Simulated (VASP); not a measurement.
Runs of VASP 6.6.1 on SnO2 (Cassiterite). It takes space group P4_2/mnm (No. 136, tetragonal). Conventional cell: a = 4.738 Å, b = 4.738 Å, c = 3.187 Å, α = 90.00°, β = 90.00°, γ = 90.00°. Around Sn (site symmetry mmm) lie 6 O at 2.05 to 2.06 Å. O (site symmetry m2m) is surrounded by 3 Sn at 2.05 to 2.06 Å. 

```csv
task,level,smearing,gap on the mesh (eV),pressure (GPa),largest force (eV/Å)
band structure,revTPSS,fermi-dirac 0.05 eV,1.40,10.6,0.36
band structure,MS2,fermi-dirac 0.05 eV,(c),(b),0.28
band structure,TPSS,fermi-dirac 0.05 eV,1.42,10.4,0.32
single point,PBE,gaussian 0.012 eV,(a),11.8,0.29
```

Alike in all rows: potentials or basis VASP PAW PBE potentials, release 64 (Sn_d, O); no spin polarisation; cell as given; k mesh 6 × 6 × 8; cutoff (eV) 520.

Problem. Estimate the missing entries.

Solution. (a) 1.27; (b) 4.2; (c) 1.64.

Caveats: spin-orbit coupling is left out, which moves the levels of the heavy elements; the PAW data sets were made with another functional, which shifts forces and pressure a little (some runs).

A k mesh can miss the band edges, and the runs leave out spin-orbit coupling on Sn.
